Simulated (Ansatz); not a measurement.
Au: which structure is lowest?

The calculation used Ansatz 0.2.0, DFT, RPBE, plane waves (420 eV) with PAW, scalar-relativistic. (PAW data from PBE, frozen cores regenerated.)

Each structure is relaxed within its own symmetry, so a high-lying one may be dynamically unstable.

```csv
structure,ΔE (meV/atom),V (Å³/atom),cell,magnetic state
fcc,0,18.49,a = 4.198 Å,spin not included
dhcp,3,18.52,"a = 2.945 Å, c = 9.861 Å (c/a = 3.348)",spin not included
hcp,5,18.52,"a = 2.943 Å, c = 4.939 Å (c/a = 1.678)",spin not included
bcc,18,18.56,a = 3.336 Å,spin not included
omega (AlB2-type),53,18.92,"a = 4.787 Å, c = 2.861 Å (c/a = 0.598)",spin not included
A15,104,19.17,a = 5.353 Å,spin not included
simple cubic,167,21.46,a = 2.779 Å,spin not included
diamond,580,30.74,a = 6.265 Å,spin not included
```

ΔE counts from fcc.

Differences under about 8 meV lie within the error of the k-point mesh.
